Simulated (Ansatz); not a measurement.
# Ta2N (P-3m1) in Ansatz: notebook

One crystal, Ta2N, is run at these levels: PBE+D4+U, PBE+U; tasks: band structure, single point, equation of state, ladder of functionals.

Everything below comes from runs of Ansatz 0.2.0. Logs are shortened: lines on timing, memory, paths and dates and some standing lists are left out, and cuts for length are marked.

## 1. The structure

The structure is trigonal, space group P-3m1 (No. 164). Conventional cell: a = 3.113 Å, b = 3.113 Å, c = 4.870 Å, α = 90.00°, β = 90.00°, γ = 120.00°. Around Ta (site symmetry 3m) lie 3 N at 2.18 Å. Around N (site symmetry -3m) lie 6 Ta at 2.18 Å.

The cell comes from a database or a generator and needn't be the stable form of this composition.

## 2. Band structure, PBE+D4+U, spin-orbit coupling, no magnetisation

Contents of input.yaml:

```yaml
crystal:
  lattice:
    - [3.112861506, 0.0, 0.0]
    - [-1.556430753, 2.6958171426, 0.0]
    - [0.0, 0.0, 4.869841]
  atoms:
    - { symbol: Ta, position_ang: [0.0, 1.797211428, 1.240402071] }
    - { symbol: Ta, position_ang: [1.556430753, 0.898605714, 3.629438929] }
    - { symbol: "N", position_ang: [0.0, 0.0, 0.0] }
hamiltonian:
  xc: pbe
  pseudopotentials: { kind: nc_fr, accuracy: stringent, xc_functional: pbesol }
  dispersion: d4
  hubbard: { sites: [{ species: Ta, l: d, u_eff: 3.0 }], double_counting: fll }
magnetization:
  noncollinear: true
  spin_orbit: true
kpoints:
  mp_grid: { grid: [7, 7, 4] }
  band_path:
    path:
      - [[0.0, 0.0, 0.0], [0.5, 0.0, 0.0], [0.3333333333, 0.3333333333, 0.0], [0.0, 0.0, 0.0], [0.0, 0.0, 0.5], [0.5, 0.0, 0.5], [0.3333333333, 0.3333333333, 0.5], [0.0, 0.0, 0.5]]
      - [[0.5, 0.0, 0.5], [0.5, 0.0, 0.0]]
      - [[0.3333333333, 0.3333333333, 0.0], [0.3333333333, 0.3333333333, 0.5]]
    npoints: 14
scf:
  occupations: { method: tetrahedron }
  n_extra_bands: 7
output:
  forces: true
  stress: true
  eigenvalues: true
  fatbands: false
```

Potentials or basis: PseudoDojo stringent (PBEsol files).

Run with:

```bash
$ ansatz run input.yaml --threads 2 --pin off --max-ram 5120MiB --backend cpu --events-out ev --progress --plain --runs-dir out
```

Standard output:

```text
Warning: output.forces, output.stress, relax.cell or npt_langevin: where a Kohn–Sham band that disperses or a degenerate level is filled in part under the method tetrahedron, the forces or the stress that this run publishes need not agree with its energy (scf.occupations.method in the input reference, under Limitations); prefer a smearing scheme for the forces or the stress
Warning: RAYON_NUM_THREADS=2 ignored (pool sized by the plan → 2); use --threads N
scf.n_extra_bands = 7 over 59 filled bands (N_el = 59.0): the run solves 66 bands
Engine: ansatz 0.2.0, aarch64-unknown-linux-gnu
Pseudopotentials: kind: nc_fr
Pseudopotential: Ta, nc_fr, valence charge 27, recommended cutoff 1795.951492 eV (normal), Ta.nc_fr.azcp (PseudoDojo's, or run here from an input of PseudoDojo's; its table is named by hamiltonian.pseudopotentials.accuracy)
Pseudopotential: N, nc_fr, valence charge 5, recommended cutoff 1142.878222 eV (normal), N.nc_fr.azcp (PseudoDojo's, or run here from an input of PseudoDojo's; its table is named by hamiltonian.pseudopotentials.accuracy)
Functional definition: PBE
  parameter kappa = 0.804
  parameter beta = 0.06672455060314922
  exchange = pbe_x(kappa = kappa, mu = beta*pi^2/3)
  correlation = pbe_c(beta = beta)
non-collinear run that drives no moment, with spin-orbit: no starting moment large enough to seed its density (crystal.atoms[].spin), no starting occupations that ask for one, no magnetisation constraint and no magnetic field, so the semilocal B_xc is pinned to zero
Crystal: 3 atoms, lattice volume = 40.866 Å³
Basis set: ecut = 1795.951492 eV, 7065 PW (Γ), exchange–correlation on 90×90×144 points (8 copies of the dense FFT grid, shifted against one another)
Bands: 66, of which v1, the nominal top of the filled ones, is band 59 counted from 1 (58 counted from 0)
Symmetry: 12 space group operations + 12 with time reversal
Magnetic group: BNS 164.86 (UNI 1316), of the structure as read, at distance tolerance 3.4e-5 Å
k-points: 28 of 196
Projection manifold: j_resolved (fully-relativistic pseudo-atomic orbitals)
Non-local potential: Ta, projectors of the file, l = 0: 2, l = 1: 4, l = 2: 4, l = 3: 4
Non-local potential: N, projectors of the file, l = 0: 2, l = 1: 4
[... 28 lines left out ...]
Fermi energy:    24.212148 eV
--- Per-component energies (eV) ---
  E_band       = 46.165680
  E_kinetic    = 11485.094664
  E_local      = -13754.602658  (includes V_loc(G=0)·N_el)
  E_nonlocal   = -6379.565240
  E_hartree    = 5379.362185
  E_xc         = -2941.335320
  E_vxc        = -2065.979745  (∫ρ·V_xc dr)
  E_hubbard    = 7.053930  (on-site DFT+U / exact-exchange correction)
  E_vhub       = 2.473732  (the Hubbard potential's part of the band-sum identity)
  E_ewald      = -11733.050367
  E_disp       = -0.891115  (pairwise vdW)
  E_smearing   = -0.000317  (= −TS)
  E_closure    = 0.000000  (closes the sum)
  Σ components = -17937.934238   (vs F -17937.934238, Δ=0.00e0)
--- Hubbard shell moments (per corrected site; Tr N, ν in electrons; μ in μ_B) ---
  shell 0: Tr N=3.8781  μ_S=(-0.0000, +0.0000, +0.0000)  μ_L=(+0.0000, -0.0000, +0.0000)  μ=(-0.0000, -0.0000, +0.0000)  ν=0.1070 (axis n/a)
  shell 1: Tr N=3.8781  μ_S=(-0.0000, +0.0000, +0.0000)  μ_L=(-0.0000, -0.0000, +0.0000)  μ=(-0.0000, -0.0000, +0.0000)  ν=0.1070 (axis n/a)
--- Forces (eV/Å), atoms counted from 1 ---
  atom   1  Ta     0.00000000     0.00000000     0.16318712
  atom   2  Ta     0.00000000    -0.00000000    -0.16318712
  atom   3  N      0.00000000     0.00000000     0.00000000
  max |Σ_I F_I| component: 3.70e-17 eV/Å
--- Stress (GPa, compression-positive) ---
       -3.207228       0.000000      -0.000000
        0.000000      -3.207228      -0.000000
        0.000000      -0.000000      -0.670724
  P = ⅓ Tr σ = -2.3617 GPa (-23.617 kbar)
--- Band table (eV; the first three rows and the last of 28) ---
  k-point 0: bands = ["-44.7194", "-44.7194", "-44.6359", "-44.6359", "-17.5798", "-17.5798", "-17.3360", "-17.3360", "-9.2001", "-9.2001", "-8.5908", "-8.5908", "-8.4408", "-8.4408", "-8.3553", "-8.3553", "2.2982", "2.2982", "2.3016", "2.3016", "2.3078", "2.3078", "2.3112", "2.3112", "2.3263", "2.3263", "2.3284", "2.3284", "4.2588", "4.2588", "4.2691", "4.2691", "4.2925", "4.2925", "4.2979", "4.2979", "4.3011", "4.3011", "4.3062", "4.3062", "4.3078", "4.3078", "4.3139", "4.3139", "6.6799", "6.6799", "15.6276", "15.6276", "18.0256", "18.0256", "18.0831", "18.0831", "18.8879", "18.8879", "23.2722", "23.2722", "23.5757", "23.5757", "24.2626", "24.2626", "24.3468", "24.3468", "24.5740", "24.5740", "24.8627", "24.8627"]
  k-point 1: bands = ["-44.7082", "-44.7082", "-44.6488", "-44.6488", "-17.5437", "-17.5437", "-17.3713", "-17.3713", "-9.0877", "-9.0877", "-8.5697", "-8.5697", "-8.4895", "-8.4895", "-8.4619", "-8.4619", "2.2979", "2.2979", "2.3017", "2.3017", "2.3072", "2.3072", "2.3119", "2.3119", "2.3260", "2.3260", "2.3283", "2.3283", "4.2591", "4.2591", "4.2693", "4.2693", "4.2889", "4.2889", "4.2920", "4.2920", "4.3029", "4.3029", "4.3117", "4.3117", "4.3125", "4.3125", "4.3127", "4.3127", "6.7961", "6.7961", "15.2501", "15.2501", "17.9372", "17.9372", "17.9981", "17.9981", "19.6712", "19.6712", "22.4839", "22.4839", "23.1628", "23.1628", "23.7516", "23.7516", "24.9527", "24.9527", "25.3337", "25.3337", "25.3531", "25.3531"]
  k-point 2: bands = ["-44.6826", "-44.6826", "-44.6762", "-44.6762", "-17.4602", "-17.4602", "-17.4539", "-17.4539", "-8.8317", "-8.8317", "-8.7672", "-8.7672", "-8.5295", "-8.5295", "-8.5022", "-8.5022", "2.2978", "2.2978", "2.3019", "2.3019", "2.3068", "2.3068", "2.3125", "2.3125", "2.3258", "2.3258", "2.3283", "2.3283", "4.2593", "4.2593", "4.2694", "4.2694", "4.2857", "4.2857", "4.2894", "4.2894", "4.3058", "4.3058", "4.3099", "4.3099", "4.3147", "4.3147", "4.3163", "4.3163", "6.9164", "6.9164", "14.9289", "14.9289", "17.8550", "17.8550", "17.9195", "17.9195", "21.1645", "21.1645", "21.2395", "21.2395", "22.8501", "22.8501", "23.3713", "23.3713", "25.7322", "25.7322", "25.7559", "25.7559", "26.5766", "26.5766"]
  k-point 27: bands = ["-44.6378", "-44.6378", "-44.6363", "-44.6363", "-17.5884", "-17.5884", "-17.5787", "-17.5787", "-9.2010", "-9.2010", "-9.0591", "-9.0591", "-8.8067", "-8.8067", "-8.6246", "-8.6246", "2.2995", "2.2995", "2.3021", "2.3021", "2.3067", "2.3067", "2.3126", "2.3126", "2.3279", "2.3279", "2.3292", "2.3292", "4.2659", "4.2659", "4.2830", "4.2830", "4.2845", "4.2845", "4.2943", "4.2943", "4.2982", "4.2982", "4.3019", "4.3019", "4.3154", "4.3154", "4.3162", "4.3162", "7.7032", "7.7032", "16.2374", "16.2374", "16.6961", "16.6961", "17.6610", "17.6610", "21.7473", "21.7473", "21.9859", "21.9859", "22.1839", "22.1839", "24.1896", "24.1896", "24.4461", "24.4461", "26.1292", "26.1292", "27.6226", "27.6226"]
Occupation matrices written to <dir>
```

Run time: 4.3 min. Hardware: 2 threads of Arm Neoverse V1, shared host; peak memory 3.3 GiB.

These settings aren't checked as converged (typed here: kpoints.mp_grid.grid = 7 × 7 × 4; scf.occupations.width = left out; scf.occupations.method = tetrahedron; hamiltonian.hubbard = {"sites": [{"species": "Ta", "l": "d", "u_eff": 3.0}], "double_counting": "fll"}): the numbers below hold their error.

What came out:

```yaml
Free_energy: -17937.9342 eV
Pressure: -2.4 GPa
Largest_force: 0.163 eV/Å
Band_gap_on_the_k_mesh: none (metal or under the smearing width)
```

Caveat: the potentials were made for another functional, which shifts forces and pressure; U without spin polarisation on a metal has little footing; pairwise dispersion overbinds metals, which lowers pressure and volume; with tetrahedron occupations forces and stress needn't match the slope of the energy.

## 3. Single point, PBE+U, collinear spin, antiferromagnetic start, 12.80 Å³/atom (volume scaled by 0.94)

Contents of input.yaml:

```yaml
crystal:
  lattice:
    - [3.0493158896, 0.0, 0.0]
    - [-1.5246579448, 2.6407850245, 0.0]
    - [0.0, 0.0, 4.7704285953]
  atoms:
    - { symbol: Ta, position: [0.3333333333, 0.6666666667, 0.254711], spin: 0.5 }
    - { symbol: Ta, position: [0.6666666667, 0.3333333333, 0.745289], spin: -0.5 }
    - { symbol: "N", position: [0.0, 0.0, 0.0] }
hamiltonian:
  xc: pbe
  pseudopotentials: { kind: paw }
  hubbard:
    sites: [{ species: Ta, l: d, u_eff: 1.0 }]
    projectors: all-electron-ortho-atomic
    double_counting: amf
magnetization:
  spin_polarized: true
kpoints:
  mp_grid: { grid: [10, 10, 6] }
scf:
  occupations: { method: fermi_dirac, width: 0.15 }
output:
  forces: true
  stress: true
  eigenvalues: true
```

Potentials or basis: Ansatz PAW.

Run with:

```bash
$ ansatz run input.yaml --threads 2 --pin off --max-ram 5120MiB --backend cpu --events-out ev --progress --plain --runs-dir out
```

Run time: 13 s. Hardware: 2 threads of Arm Neoverse V1, shared host; peak memory 0.45 GiB.

Results (log left out):

```yaml
Free_energy: -20250.8378 eV
Pressure: 18.4 GPa
Largest_force: 0.364 eV/Å
Band_gap_on_the_k_mesh: none (metal or under the smearing width)
Net_moment: 0.00 μB per cell
Absolute_moment: 0.00 μB per cell
```

Caveat: the magnetic or orbital state may not be the lowest; the pressure holds a Pulay correction of +0.3 GPa for the finite cutoff; the starting moments weren't kept.

## 4. Single point, PBE+U, collinear spin, antiferromagnetic start, 13.08 Å³/atom (volume scaled by 0.96)

input.yaml: that of step 3 with these lines changed.

```diff
@@ -2,5 +2,5 @@
   lattice:
-    - [3.0493158896, 0.0, 0.0]
-    - [-1.5246579448, 2.6407850245, 0.0]
-    - [0.0, 0.0, 4.7704285953]
+    - [3.0707906527, 0.0, 0.0]
+    - [-1.5353953264, 2.6593827149, 0.0]
+    - [0.0, 0.0, 4.8040242697]
   atoms:
@@ -26 +26,5 @@
   eigenvalues: true
+  write_density: true
+  write_potential: true
+  elf: true
+  volumetric_format: npy
```

Run with:

```bash
$ ansatz run input.yaml --threads 2 --pin off --max-ram 5120MiB --backend cpu --events-out ev --progress --plain --runs-dir out
```

Run time: 13 s. Hardware: 2 threads of Arm Neoverse V1, shared host; peak memory 0.46 GiB.

It converged, with:

```
Free energy            : -20250.9132 eV
Pressure               : 11.2 GPa
Largest force          : 0.224 eV/Å
Band gap on the k mesh : none (metal or under the smearing width)
Net moment             : 0.00 μB per cell
Absolute moment        : 0.00 μB per cell
```

Caveat: the magnetic or orbital state may not be the lowest; the starting moments weren't kept.

[end of part 1 of 2]
